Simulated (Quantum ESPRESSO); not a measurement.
Runs of Quantum ESPRESSO 7.5 on MnS. It takes space group Fm-3m (No. 225, cubic). Conventional cell: a = 5.209 Å, b = 5.209 Å, c = 5.209 Å, α = 90.00°, β = 90.00°, γ = 90.00°. Around Mn (site symmetry m-3m) lie 6 S at 2.60 Å. Around S (site symmetry m-3m) lie 6 Mn at 2.60 Å. 

| task | level | potentials or basis | U | cell | k mesh | cutoff (eV) | smearing | form of the LDA correlation | q mesh | start of the occupations | hubbard projectors | mesh quality | gap on the mesh (eV) | pressure (GPa) | moment (μB) |
| --- | --- | --- | --- | --- | --- | --- | --- | --- | --- | --- | --- | --- | --- | --- | --- |
| band structure | PBEsol | PseudoDojo 0.4.1 SR PBEsol standard | - | as given | 9 × 9 × 9 | 1306 | fermi-dirac 0.05 eV | - | - | - | - | not flagged | none | -6.7 | (b) |
| single point | PBE | PseudoDojo 0.4.1 SR LDA stringent | - | as given | 4 × 4 × 4 | 1769 | fermi-dirac 0.05 eV | - | - | - | - | coarse | none | -3.5 | (a) |
| phonon dispersion | LDA | GBRV 1.5 LDA | - | relaxed | 10 × 10 × 10 | 612 | cold 0.2 eV | PZ81 | 2 × 2 × 2 | - | - | not flagged | none | -0.1 | 3.61 |
| Hubbard U by linear response | PBE+U | JTH 2.0 PBE | Mn d U = 1 eV | as given | 8 × 8 × 8 | 490 | cold 0.136 eV | - | 2 × 2 × 2 | default | ortho-atomic | not flagged | none | - | 4.88 |
| band structure | LDA | PseudoDojo 0.4.1 SR LDA standard | - | as given | 9 × 9 × 9 | 1306 | fermi-dirac 0.05 eV | PW92 | - | - | - | not flagged | none | -11.2 | 4.60 |

Alike in all rows: spin collinear, ferromagnetic start.

Problem. Estimate the missing entries.

Solution. (a) 4.68; (b) 4.72.

Caveats: some runs use coarse meshes; a cell with one magnetic atom can't hold antiferromagnetic order, which such compounds often take; semilocal functionals often make such compounds metallic where correlation or magnetic order opens a gap, which also shifts bond lengths (some runs); the potentials were made for another functional, which shifts forces and pressure (some runs); some modes are imaginary (some runs); the cutoff lies well under what these potentials need, so the values aren't converged (some runs); the cutoff is low for these files, which shifts pressure and relaxed volume (some runs).

A k mesh can miss the band edges.

A gap of «none» marks a metal or a gap under the smearing width.

Not every run made on this cell is shown here.
